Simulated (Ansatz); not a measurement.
# Te2Mo in Ansatz: further runs

One slab, Te2Mo, is run at these levels: LDA, PBEsol; tasks: relaxation of cell and atoms.

All numbers are computed with Ansatz 0.2.0; they aren't measurements. Logs are shortened: lines on timing, memory, paths and dates and some standing lists are left out, and cuts for length are marked.

### Step 1. The slab as given

The cell holds a slab with vacuum, 6 atoms: a = 3.560 Å, b = 3.560 Å, c = 24.811 Å, α = 90.00°, β = 90.00°, γ = 120.00°.

### Step 2. Relaxation of cell and atoms, LDA

Input file input.yaml:

```yaml
crystal:
  lattice:
    - [3.5603917377, 0.0, 0.0]
    - [-1.7801958688, 3.0833896922, 0.0]
    - [0.0, 0.0, 24.8112624]
  atoms:
    - { symbol: Te, position: [0.3333333333, 0.6666666667, 0.22363948] }
    - { symbol: Te, position: [0.6666666667, 0.3333333333, 0.92062886] }
    - { symbol: Te, position: [0.6666666667, 0.3333333333, 0.77636052] }
    - { symbol: Te, position: [0.3333333333, 0.6666666667, 0.07937114] }
    - { symbol: Mo, position: [0.6666666667, 0.3333333333, 0.15154149] }
    - { symbol: Mo, position: [0.3333333333, 0.6666666667, 0.84845851] }
hamiltonian:
  xc: lda
  pseudopotentials: { kind: paw }
kpoints:
  mp_grid: { grid: [9, 9, 2] }
scf:
  occupations: { method: fermi_dirac, width: 0.05 }
output:
  forces: true
  stress: true
  eigenvalues: true
relax:
  f_tol: 0.01
  max_steps: 40
  cell: { stress_tol: 0.05 }
```

Potentials or basis: Ansatz PAW.

Started as:

```sh
$ ansatz run input.yaml --threads 2 --pin off --max-ram 5632MiB --backend cpu --events-out ev --progress --plain --runs-dir out
```

The program printed:

```text
Warning: RAYON_NUM_THREADS=2 ignored (pool sized by the plan → 2); use --threads N
Engine: ansatz 0.2.0, x86_64-unknown-linux-gnu
Pseudopotentials: kind: paw
Pseudopotential: Te, paw, valence charge 16, recommended cutoff 420 eV (normal), Te.paw.azcp
Pseudopotential: Mo, paw, valence charge 14, recommended cutoff 420 eV (normal), Mo.paw.azcp
Functional definition: SPW92
  exchange = slater_x
  correlation = pw_c
Crystal: 6 atoms, lattice volume = 272.380 Å³
Basis set: ecut = 420 eV, 5261 PW (Γ)
Bands: 56, of which v1, the nominal top of the filled ones, is band 46 counted from 1 (45 counted from 0)
Symmetry: 12 space group operations
Space group: P-3m1 (ITA 164), of the structure as read, at distance tolerance 6.5e-5 Å
k-points: 24 of 162
Non-local potential: Te, projectors of the file, l = 0: 2, l = 1: 2, l = 2: 2, l = 3: 2
Non-local potential: Mo, projectors of the file, l = 0: 3, l = 1: 2, l = 2: 2, l = 3: 1
PAW form: soft (Blöchl's): semilocal exchange-correlation on the pseudo side does not see the compensation charge
PAW frozen core: Te, regenerated for the run's functional, and the local potential with it (the file was generated under x = pbe(κ = 0.804, μ = 0.2195149727645171), c = pbe(β = 0.06672455060314922))
PAW frozen core: Mo, regenerated for the run's functional, and the local potential with it (the file was generated under x = pbe(κ = 0.804, μ = 0.2195149727645171), c = pbe(β = 0.06672455060314922))
PAW one-centre angular grid: Te, 590 points (default); XC on 64 Gauss nodes
PAW one-centre angular grid: Mo, 590 points (default); XC on 64 Gauss nodes
Initial density: superposition of atomic densities (neutral atoms: chi_scale 0, normalization atom), corrected by the library's trained network
Initial wavefunctions: pseudopotential atomic-orbital guess
Functional: x = slater, c = lda
SCF iter   1: F=—  HF=-36995.928464 eV  |F-HF|=—  |Δ(HF+E_count)|=         —  Δρ=5.36e-3  dr2=9.29e-2  ethr=1.77e-3  ⟨swp⟩=10.6  Hψ=5842  notcnv=0
preconditioner: auto → Resta (q_TF=auto, 2.277 Å⁻¹)  ε∞=4.5  [insulator: Δε(μ)=1.037 eV  Ē_g=7.229 eV  σ=0.050 eV  W_gap=1.00  n_scr=70 (ndim 8)  ℏωp=13.5 eV  f_vac=0.420  D(μ)=0.00/eV (n_scr^D=0)  ε∞_Penn≈4.5  vacuum switching on, ρ_ref=3.8e-3 e/Å³]
SCF iter   2: F=—  HF=-36995.921564 eV  |F-HF|=—  |Δ(HF+E_count)|=   6.90e-3  Δρ=2.90e-3  dr2=3.81e-2  ethr=1.01e-4  ⟨swp⟩=2.8  Hψ=2178  notcnv=0  defer=50
SCF iter   3: F=—  HF=-36995.919536 eV  |F-HF|=—  |Δ(HF+E_count)|=   2.03e-3  Δρ=1.73e-3  dr2=8.41e-3  ethr=4.14e-5  ⟨swp⟩=2.0  Hψ=1662  notcnv=0  defer=50
SCF iter   4: F=—  HF=-36995.919447 eV  |F-HF|=—  |Δ(HF+E_count)|=   8.86e-5  Δρ=7.80e-4  dr2=2.84e-3  ethr=9.14e-6  ⟨swp⟩=2.0  Hψ=1448  notcnv=0  defer=50
SCF iter   5: F=—  HF=-36995.919303 eV  |F-HF|=—  |Δ(HF+E_count)|=   1.45e-4  Δρ=2.06e-4  dr2=1.10e-4  ethr=3.09e-6  ⟨swp⟩=2.0  Hψ=1476  notcnv=0  defer=50
SCF iter   6: F=—  HF=-36995.919311 eV  |F-HF|=—  |Δ(HF+E_count)|=   8.81e-6  Δρ=5.82e-5  dr2=1.43e-5  ethr=1.19e-7  ⟨swp⟩=2.0  Hψ=1720  notcnv=0  defer=50
SCF iter   7: F=—  HF=-36995.919361 eV  |F-HF|=—  |Δ(HF+E_count)|=   4.98e-5  Δρ=1.26e-5  dr2=1.30e-6  ethr=1.55e-8  ⟨swp⟩=1.8  Hψ=1443  notcnv=0  defer=52
SCF iter   8: F=—  HF=-36995.919361 eV  |F-HF|=—  |Δ(HF+E_count)|=   3.46e-7  Δρ=4.36e-6  dr2=1.69e-7  ethr=1.41e-9  ⟨swp⟩=2.2  Hψ=1943  notcnv=0  defer=52
SCF iter   9: F=-36995.919362 eV  HF=-36995.919362 eV  |F-HF|=6.37e-9  |Δ(HF+E_count)|=   5.89e-8  Δρ=1.75e-6  dr2=1.90e-8  ethr=1.09e-10  ⟨swp⟩=12.5  Hψ=5589  notcnv=0
SCF 1 converged in 9 iterations: F = -36995.919362 eV  dr2 = 1.90e-8
[... 89 lines left out ...]
SCF iter   2: F=—  HF=-36996.100194 eV  |F-HF|=—  |Δ(HF+E_count)|=   4.44e-5  Δρ=3.56e-5  dr2=5.27e-7  ethr=2.08e-9  ⟨swp⟩=2.1  Hψ=2329  notcnv=0
SCF iter   3: F=—  HF=-36996.100194 eV  |F-HF|=—  |Δ(HF+E_count)|=   5.72e-8  Δρ=9.06e-6  dr2=2.67e-7  ethr=5.72e-10  ⟨swp⟩=2.0  Hψ=2397  notcnv=0
SCF iter   4: F=—  HF=-36996.100194 eV  |F-HF|=—  |Δ(HF+E_count)|=   1.65e-8  Δρ=4.49e-6  dr2=8.88e-8  ethr=2.90e-10  ⟨swp⟩=2.0  Hψ=1577  notcnv=0
SCF iter   5: F=—  HF=-36996.100194 eV  |F-HF|=—  |Δ(HF+E_count)|=   8.83e-9  Δρ=1.75e-6  dr2=1.35e-8  ethr=9.65e-11  ⟨swp⟩=1.2  Hψ=1350  notcnv=0
SCF iter   6: F=—  HF=-36996.100194 eV  |F-HF|=—  |Δ(HF+E_count)|=   1.94e-9  Δρ=3.68e-7  dr2=8.49e-10  ethr=1.46e-11  ⟨swp⟩=2.0  Hψ=1757  notcnv=0
SCF iter   7: F=-36996.100194 eV  HF=-36996.100194 eV  |F-HF|=0.00e0  |Δ(HF+E_count)|=  5.09e-11  Δρ=5.22e-8  dr2=1.24e-11  ethr=1.00e-12  ⟨swp⟩=6.1  Hψ=5435  notcnv=0
SCF 7 converged in 7 iterations: F = -36996.100194 eV  dr2 = 1.24e-11
relax step   7: F+E_penalty+E_count = -36996.10019365 eV  Δ(F+E_penalty+E_count) = +2.820e-3 eV  max|allowed force component| = 4.677e-3 eV/Å  Δτ_max = 0.0000 Å  P = -0.006 GPa  Ω = 248.609 Å³  stress off target by 1.90e-2 GPa  SCF on the basis re-selected at this cell (its energy is not comparable with the rows above)  (7 SCF iters)
basis re-selected at this cell: Δ(F+E_penalty+E_count) = +2.820e-3 eV, ΔP = -0.003 GPa vs the last step (what re-selecting the basis moved, of the pressure what is left beyond the Pulay correction that the steps carried, after the strain that the cell walked since its last selection, with what the two solves' SCF thresholds leave and, on support functions, any second-order correction that the steps lacked; it is no measure of the basis error at this ecutwfc). The dense FFT grid was sized anew with the basis: this SCF ran on 24×24×160 points, the steps before it on 24×24×180, so part of this shift can come from that change (see relax.cell in the input reference). This SCF's stress stands 1.90e-2 GPa from its target on what of the cell is left free (relax.cell.stress_tol is 5.00e-2 GPa) and its largest allowed force component is 4.68e-3 eV/Å (relax.f_tol is 1.00e-2 eV/Å): within both
SCF converged after 7 iterations
Free energy (F): -36996.100194 eV
Harris-Foulkes:  -36996.100194 eV  (|F-HF|=0.00e0)
Internal energy: -36996.100186 eV  (E = F + TS)
E sigma→0 (E₀):  -36996.100190 eV
Entropy (-TS):   -0.000008 eV (-0.001 meV/atom)
Fermi energy:    5.775650 eV
--- Per-component energies (eV) ---
  E_band       = -1793.612564
  E_kinetic    = 1618.902094
  E_local      = -66261.749141  (includes V_loc(G=0)·N_el)
  E_nonlocal   = -920.157857
  E_hartree    = 33239.592102
  E_xc         = -863.764171
  E_vxc        = -881.414971  (∫ρ·V_xc dr)
  E_paw        = -24221.444665  (= ΣΔE_a)
  E_vpaw       = -1828.375823  (= ΣTr[D̂ρ^β])
  E_aug_tail   = -0.000661  (compensation charges beyond the density's cutoff)
  E_ewald      = 20408.861835
  E_core_change = 3.660277  (= ΣΔE_core)
  E_smearing   = -0.000008  (= −TS)
  E_closure    = -0.000000  (closes the sum)
  Σ components = -36996.100194   (vs F -36996.100194, Δ=0.00e0)
--- Forces (eV/Å), atoms counted from 1 ---
  atom   1  Te     0.00000000     0.00000000    -0.00103911
  atom   2  Te     0.00000000    -0.00000000     0.00467696
  atom   3  Te     0.00000000    -0.00000000     0.00103911
  atom   4  Te    -0.00000000     0.00000000    -0.00467696
  atom   5  Mo     0.00000000    -0.00000000    -0.00012562
  atom   6  Mo     0.00000000     0.00000000     0.00012562
  max |Σ_I F_I| component: 6.94e-18 eV/Å
--- Stress (GPa, compression-positive) ---
        0.000046       0.000000       0.000000
        0.000000       0.000046      -0.000000
        0.000000      -0.000000      -0.018977
  P = ⅓ Tr σ = -0.0063 GPa (-0.063 kbar)
--- Band table (eV; the first three rows and the last of 24) ---
  k-point 0: bands = ["-55.2648", "-55.2648", "-31.2265", "-31.2265", "-31.2261", "-31.2261", "-31.2076", "-31.2076", "-31.2076", "-31.2076", "-31.1607", "-31.1607", "-31.1587", "-31.1587", "-31.1424", "-31.1406", "-31.1373", "-31.1373", "-31.1371", "-31.1371", "-31.1167", "-31.1166", "-29.5197", "-29.5197", "-29.3209", "-29.3209", "-29.3209", "-29.3209", "-7.8579", "-7.6563", "-6.8989", "-6.6131", "-0.4139", "0.3250", "2.6700", "3.5259", "3.5259", "3.5346", "3.5346", "3.9246", "4.3446", "4.3446", "4.3646", "4.3646", "4.4588", "5.3077", "8.4380", "8.4380", "8.5366", "8.5366", "8.7530", "8.7530", "8.8810", "8.8810", "9.5943", "9.8182"]
  k-point 1: bands = ["-55.2648", "-55.2648", "-31.2265", "-31.2265", "-31.2261", "-31.2261", "-31.2076", "-31.2076", "-31.2076", "-31.2076", "-31.1607", "-31.1607", "-31.1587", "-31.1587", "-31.1424", "-31.1406", "-31.1373", "-31.1373", "-31.1372", "-31.1372", "-31.1167", "-31.1166", "-29.5197", "-29.5197", "-29.3209", "-29.3209", "-29.3209", "-29.3209", "-7.8579", "-7.6563", "-6.8989", "-6.6131", "-0.4139", "0.3250", "2.6700", "3.5259", "3.5259", "3.5346", "3.5346", "3.9246", "4.3446", "4.3446", "4.3646", "4.3646", "4.4588", "5.3077", "8.4380", "8.4380", "8.5366", "8.5366", "8.7530", "8.7530", "8.8810", "8.8810", "9.6372", "9.7546"]
  k-point 2: bands = ["-55.2635", "-55.2635", "-31.2257", "-31.2253", "-31.2233", "-31.2229", "-31.2095", "-31.2095", "-31.2046", "-31.2046", "-31.1624", "-31.1616", "-31.1606", "-31.1595", "-31.1414", "-31.1411", "-31.1397", "-31.1386", "-31.1378", "-31.1376", "-31.1152", "-31.1151", "-29.5095", "-29.5095", "-29.3406", "-29.3406", "-29.3244", "-29.3244", "-7.6760", "-7.4754", "-6.7676", "-6.4918", "-0.2187", "0.5160", "2.5273", "3.1338", "3.1564", "3.4512", "3.6747", "3.6897", "4.1104", "4.1378", "4.2811", "4.5042", "4.5389", "5.2378", "7.8347", "7.8697", "7.9098", "7.9684", "8.2880", "8.5022", "8.6097", "8.7243", "9.8455", "10.0589"]
  k-point 23: bands = ["-55.2519", "-55.2519", "-31.2344", "-31.2344", "-31.2084", "-31.2075", "-31.1949", "-31.1949", "-31.1930", "-31.1927", "-31.1793", "-31.1776", "-31.1664", "-31.1664", "-31.1473", "-31.1465", "-31.1446", "-31.1446", "-31.1315", "-31.1315", "-31.1032", "-31.1032", "-29.4573", "-29.4573", "-29.4237", "-29.4237", "-29.4061", "-29.4061", "-5.2315", "-5.2315", "-5.0598", "-5.0598", "0.3689", "0.5167", "0.6012", "0.6012", "1.1234", "1.3104", "1.8706", "1.8706", "2.4039", "2.4039", "3.4186", "3.4186", "5.0812", "5.2347", "6.4133", "6.4133", "6.7397", "7.3104", "7.8611", "7.8611", "9.3684", "9.3684", "10.0476", "10.6892"]
--- Relaxed structure (6 steps of the walk, 5 accepted, 1 SCFs on fresh bases) ---
  F+E_penalty+E_count = -36996.10019365 eV   max|allowed force component| = 4.677e-3 eV/Å   (the final SCF, on the basis selected at the relaxed cell)
  cell:  # Å, volume = 248.6092 Å³
    - [3.4697370432399084, -2.8132455110572673e-11, 1.6925177500004856e-33]
    - [-1.7348685215955908, 3.0048804239117315, -1.3348466642725378e-33]
    - [1.1794629666067859e-32, -3.931543222022619e-33, 23.844784227495683]
  atoms:
    - { symbol: Te, position: [0.3333333333333333, 0.6666666666666665, 0.21960838991531115] }
    - { symbol: Te, position: [0.6666666666666665, 0.33333333333333326, 0.9309924846987608] }
    - { symbol: Te, position: [0.6666666666666665, 0.33333333333333326, 0.7803916100846889] }
    - { symbol: Te, position: [0.3333333333333333, 0.6666666666666665, 0.06900751530123901] }
    - { symbol: Mo, position: [0.6666666666666665, 0.33333333333333326, 0.14442540581565663] }
    - { symbol: Mo, position: [0.3333333333333333, 0.6666666666666665, 0.8555745941843436] }
```

It took 2.7 min on 2 threads of Intel Xeon at 2.50GHz (Skylake/Cascade Lake), shared host; peak memory 0.69 GiB.

Results:

* Free energy: -36996.1002 eV
* Relaxed volume: 41.43 Å³/atom
* Relaxed cell: a = 3.470 Å, b = 3.470 Å, c = 23.845 Å, α = 90.00°, β = 90.00°, γ = 120.00°
* Space group after relaxing (to 0.05 Å): P-3m1 (No. 164)
* Energy gained by relaxing: 30.1 meV/atom
* Ionic steps: 6
* Largest force after relaxing: 0.005 eV/Å
* Band gap on the k mesh: 0.99 eV, indirect (least direct gap 1.18 eV)

Forces in eV/Å, atoms in the order of the input:
```
Te   0.000  0.000 -0.001
Te   0.000  0.000  0.005
Te   0.000  0.000  0.001
Te   0.000  0.000 -0.005
Mo   0.000  0.000  0.000
Mo   0.000  0.000  0.000
```

Step by step:
```tsv
step	energy change (eV)	largest force (eV/Å)	volume (Å³)
1	0.0000	0.4121	272.38
2	-0.1493	0.1041	257.33
3	-0.1747	0.0685	251.51
4	-0.1818	0.0343	249.54
5	-0.1837	0.0045	248.61
6	-0.1808	0.0047	248.61
```

Final structure:
```
CELL_PARAMETERS angstrom
3.46974 0.00000 0.00000
-1.73487 3.00488 0.00000
0.00000 0.00000 23.84478
ATOMIC_POSITIONS crystal
Te 0.33333 0.66667 0.21961
Te 0.66667 0.33333 0.93099
Te 0.66667 0.33333 0.78039
Te 0.33333 0.66667 0.06901
Mo 0.66667 0.33333 0.14443
Mo 0.33333 0.66667 0.85557
```

Caveat: odd divisions of the mesh miss points on the zone boundary, where band edges often lie, so the gap on the mesh can be too wide; the plane-wave basis is chosen anew once the cell has moved, so the energies of steps on either side of that aren't comparable; spin-orbit coupling is left out, which moves the levels of the heavy elements; the PAW data sets come from PBE, with cores solved anew for the run's functional, which leaves a small shift of forces and pressure. LDA gaps usually lie below the measured ones, often by a third to a half.

### Step 3. Relaxation of cell and atoms, PBEsol

Changes to input.yaml since step 2:

```diff
@@ -13,3 +13,3 @@
 hamiltonian:
-  xc: lda
+  xc: pbesol
   pseudopotentials: { kind: paw }
@@ -23,2 +23,6 @@
   eigenvalues: true
+  write_density: true
+  write_potential: true
+  elf: true
+  volumetric_format: npy
 relax:
```

Potentials or basis: Ansatz PAW.

Started as:

```sh
$ ansatz run input.yaml --threads 2 --pin off --max-ram 5632MiB --backend cpu --events-out ev --progress --plain --runs-dir out
```

The program printed:

```text
Warning: RAYON_NUM_THREADS=2 ignored (pool sized by the plan → 2); use --threads N
[... 4 set-up lines as earlier in the session ...]
Functional definition: PBEsol
[... 161 lines left out ...]
  k-point 23: bands = ["-55.4176", "-55.4176", "-31.3551", "-31.3551", "-31.3333", "-31.3328", "-31.3207", "-31.3207", "-31.3174", "-31.3173", "-31.3027", "-31.3013", "-31.2913", "-31.2913", "-31.2696", "-31.2691", "-31.2672", "-31.2672", "-31.2551", "-31.2551", "-31.2257", "-31.2257", "-29.5857", "-29.5857", "-29.5510", "-29.5510", "-29.5393", "-29.5393", "-5.2372", "-5.2372", "-5.0517", "-5.0517", "0.3695", "0.4964", "0.5745", "0.5745", "1.0899", "1.2528", "1.8389", "1.8389", "2.3063", "2.3063", "3.3385", "3.3385", "5.0208", "5.1555", "6.3066", "6.3066", "6.6647", "7.1830", "7.7260", "7.7260", "9.2100", "9.2100", "9.8907", "10.5288"]
--- Relaxed structure (6 steps of the walk, 5 accepted, 1 SCFs on fresh bases) ---
  F+E_penalty+E_count = -37402.63681944 eV   max|allowed force component| = 1.033e-3 eV/Å   (the final SCF, on the basis selected at the relaxed cell)
  cell:  # Å, volume = 255.2089 Å³
    - [3.492382003909927, -2.8316060796216472e-11, -1.7630393228409343e-35]
    - [-1.746191001930441, 3.024491535119759, -6.752664546157216e-35]
    - [-1.2286072568820686e-34, -6.143036284410343e-34, 24.161373923108215]
  atoms:
    - { symbol: Te, position: [0.33333333333333326, 0.6666666666666666, 0.2193226859021464] }
    - { symbol: Te, position: [0.6666666666666666, 0.3333333333333333, 0.9300430802876422] }
    - { symbol: Te, position: [0.6666666666666666, 0.3333333333333333, 0.7806773140978536] }
    - { symbol: Te, position: [0.33333333333333326, 0.6666666666666666, 0.06995691971235767] }
    - { symbol: Mo, position: [0.6666666666666666, 0.3333333333333333, 0.1447410225753061] }
    - { symbol: Mo, position: [0.33333333333333326, 0.6666666666666666, 0.8552589774246939] }
```

It took 3.1 min on 2 threads of Intel Xeon at 2.50GHz (Skylake/Cascade Lake), shared host; peak memory 0.74 GiB.

Results:

| Quantity | Value |
| --- | --- |
| Free energy | -37402.6368 eV |
| Relaxed volume | 42.53 Å³/atom |
| Relaxed cell | a = 3.492 Å, b = 3.492 Å, c = 24.161 Å, α = 90.00°, β = 90.00°, γ = 120.00° |
| Space group after relaxing (to 0.05 Å) | P-3m1 (No. 164) |
| Energy gained by relaxing | 14.6 meV/atom |
| Ionic steps | 6 |
| Band gap on the k mesh | 1.06 eV, indirect (least direct gap 1.15 eV) |

The path:
| step | energy change (eV) | largest force (eV/Å) | volume (Å³) |
| --- | --- | --- | --- |
| 1 | 0.0000 | 0.1649 | 272.38 |
| 2 | -0.0735 | 0.0278 | 261.26 |
| 3 | -0.0863 | 0.0274 | 256.94 |
| 4 | -0.0888 | 0.0407 | 255.22 |
| 5 | -0.0892 | 0.0009 | 255.21 |
| 6 | -0.0874 | 0.0010 | 255.21 |

Final structure:
```
Te Mo
1.0
     3.49238    0.00000    0.00000
    -1.74619    3.02449    0.00000
     0.00000    0.00000   24.16137
Te Mo
4 2
Direct
  0.33333 0.66667 0.21932
  0.66667 0.33333 0.93004
  0.66667 0.33333 0.78068
  0.33333 0.66667 0.06996
  0.66667 0.33333 0.14474
  0.33333 0.66667 0.85526
```

Caveat: odd divisions of the mesh miss points on the zone boundary, where band edges often lie, so the gap on the mesh can be too wide; the plane-wave basis is chosen anew once the cell has moved, so the energies of steps on either side of that aren't comparable; spin-orbit coupling is left out, which moves the levels of the heavy elements; the PAW data sets come from PBE, with cores solved anew for the run's functional, which leaves a small shift of forces and pressure. PBEsol gaps usually lie below the measured ones, often by a third to a half.
